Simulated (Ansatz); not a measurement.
# H on AlNi (110)

This session takes AlNi and sets out to compare the adsorption sites of H.

Program: Ansatz 0.2.0. Level of theory: DFT PBE, scalar-relativistic, plane waves, PAW. These are calculated values, not measurements.

2 further runs of the same task are left out: 2 set aside as unsound or not needed.

## 1. Starting point

The structure is orthorhombic, space group Pmm2 (No. 25). The conventional cell has a = 2.893 Å, b = 4.091 Å, c = 23.137 Å, α = 90.00°, β = 90.00°, γ = 90.00°. Al (site symmetry mm2) is surrounded by 6 Ni at 2.51 Å. Around Ni (site symmetry mm2) lie 6 Al at 2.51 Å. Around Al (site symmetry mm2) lie 8 Ni at 2.48 to 2.51 Å. Ni (site symmetry mm2) has 8 Al at 2.51 Å and 6 Ni at 2.87 to 2.89 Å as nearest neighbours. Al (site symmetry mm2) has 8 Ni at 2.42 to 2.51 Å as nearest neighbours. Around Ni (site symmetry mm2) lie 8 Al at 2.48 to 2.59 Å and 6 Ni at 2.84 to 2.89 Å. Al (site symmetry mm2) has 6 Ni at 2.51 to 2.59 Å as nearest neighbours. Around Ni (site symmetry mm2) lie 6 Al at 2.42 to 2.51 Å.

Structure file:

```
Al Ni
1.0
     2.89308    0.00000    0.00000
     0.00000    4.09144    0.00000
     0.00000    0.00000   23.13716
Al Ni
4 4
Direct
  0.00000 0.50000 0.36737
  0.00000 0.00000 0.45579
  0.00000 0.50000 0.54418
  0.00000 0.00000 0.63539
  0.50000 0.00000 0.36737
  0.50000 0.50000 0.45579
  0.50000 0.00000 0.54263
  0.50000 0.50000 0.62777
```

Miller indices refer to the conventional cell of the relaxed bulk, Pm-3m (No. 221): a = 2.893 Å, b = 2.893 Å, c = 2.893 Å, α = 90.00°, β = 90.00°, γ = 90.00°.

This (110) slab, 6.1 Å thick as cut, with 17 Å of vacuum; its outer planes are AlNi (top) and AlNi (bottom), was relaxed beforehand with its lower half held: -25511.7310 eV, work function 4.72 eV (top face), 4.85 eV (bottom face), dipole along +c 0.009 e·Å per cell.

## 2. Start: H, top (Al)

input.yaml

```yaml
crystal:
  lattice:
    - [2.8930835166, 0.0, 0.0]
    - [0.0, 4.0914379463, 0.0]
    - [0.0, 0.0, 25.1371569195]
  atoms:
    - { symbol: Al, position: [0.0, 0.5, 0.3381448438] }
    - { symbol: Ni, position: [0.5, 0.0, 0.3381448438] }
    - { symbol: Al, position: [0.0, 0.0, 0.419527117] }
    - { symbol: Ni, position: [0.5, 0.5, 0.419527117] }
    - { symbol: Al, position: [0.0, 0.5, 0.5008869863] }
    - { symbol: Ni, position: [0.5, 0.0, 0.499454201] }
    - { symbol: Al, position: [0.0, 0.0, 0.5848334843] }
    - { symbol: Ni, position: [0.5, 0.5, 0.5778225466] }
    - { symbol: H, position: [0.0, 0.0, 0.6453017387] }
basis:
  ecutwfc: 420
kpoints:
  mp_grid: { grid: [10, 7, 1] }
hamiltonian:
  xc: pbe
scf:
  occupations: { method: gaussian, width: 0.1 }
output:
  forces: true
  eigenvalues: true
  write_density: true
  write_potential: true
  elf: true
  volumetric_format: npy
relax:
  adjacent_minimum: "off"
  f_tol: 0.03
  max_steps: 70
  constraints: [{ sites: [0, 1, 2, 3] }]
efield:
  axis: 3
  dipole_correction: true
```

Started as:

```console
$ ansatz run input.yaml --threads 1 --pin off --max-ram 2560MiB --backend cpu --events-out ev --progress --plain --runs-dir out
```

The session goes on with these runs: H at the hollow (nearest Al) site; H put at a bridge (Al-Ni) site; H put at a top (Ni) site.

What does the calculation give? Wanted: H: lowest end.

**Answer**, as computed:

| quantity | value |
| --- | --- |
| H: lowest end | E_ads -2.41 eV, from the bridge (Al-Ni) start, 1 bonded, 1.05 Å high |

What this shows: H binds with 2.41 eV at best, a strong chemical bond when counted from the free atom, not from the element's molecule or solid; the ends span 0.67 eV. On the way to the lowest end the anchoring atom slid 0.7 Å from where it was put. It lowers the work function by 0.19 eV, as a dipole layer with its positive end outwards does. The slab runs have no spin polarisation, while the free adsorbate has its spin; a moment that survived on the surface would lower E_ads. A start on a symmetric site keeps its symmetry, so an end may be a saddle point and not a minimum. Spin polarisation is off in the runs that give these values; a magnetic solution could lie lower.
